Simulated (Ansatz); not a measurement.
Set up this calculation in Ansatz 0.2.0, as the native input.

* Task: relaxation of cell and atoms
* Functional: RPBE
* Dispersion: D4
* Potentials or basis: all-electron LAPW, scalar-relativistic
* Basis error allowed: 0.001 eV/atom
* k mesh: 13 × 13 × 13
* Occupations: fermi-dirac, width 0.05 eV
* Spin: no spin polarisation

Cu:

```
Cu
1.0
     0.00000    1.80750    1.80750
     1.80750    0.00000    1.80750
     1.80750    1.80750    0.00000
Cu
1
Direct
  0.00000 0.00000 0.00000
```

These files were run (other wordings do the same):

input.yaml

```yaml
crystal:
  lattice:
    - [0.0, 1.8075, 1.8075]
    - [1.8075, 0.0, 1.8075]
    - [1.8075, 1.8075, 0.0]
  atoms:
    - { symbol: Cu, position: [0.0, 0.0, 0.0] }
kpoints:
  mp_grid: { grid: [13, 13, 13] }
scf:
  occupations: { method: fermi_dirac, width: 0.05 }
hamiltonian:
  xc: rpbe
  dispersion: d4
  pseudopotentials: { kind: all_electron, lapw: { basis_error: 0.001 } }
output:
  forces: true
  stress: true
relax:
  f_tol: 0.02
  max_steps: 60
  cell: {}
```

Potentials or basis: all-electron LAPW, scalar-relativistic.

Run with:

```sh
$ ansatz run input.yaml --threads 1 --pin off --max-ram 3072MiB --backend cpu --events-out ev --progress --plain --runs-dir out
```

Results of the run:

```json
{"Relaxed volume": "11.21 Å³/atom", "Relaxed cell": "a = 2.512 Å, b = 2.512 Å, c = 2.512 Å, α = 60.00°, β = 60.00°, γ = 60.00°", "Space group after relaxing (to 0.05 Å)": "Fm-3m (No. 225)", "Energy gained by relaxing": "15.2 meV/atom", "Ionic steps": "5", "Pressure after relaxing": "0.0 GPa"}
```

Run time: 17 s on 1 thread of Arm Neoverse V2 (shared host), peak memory 0.28 GiB.
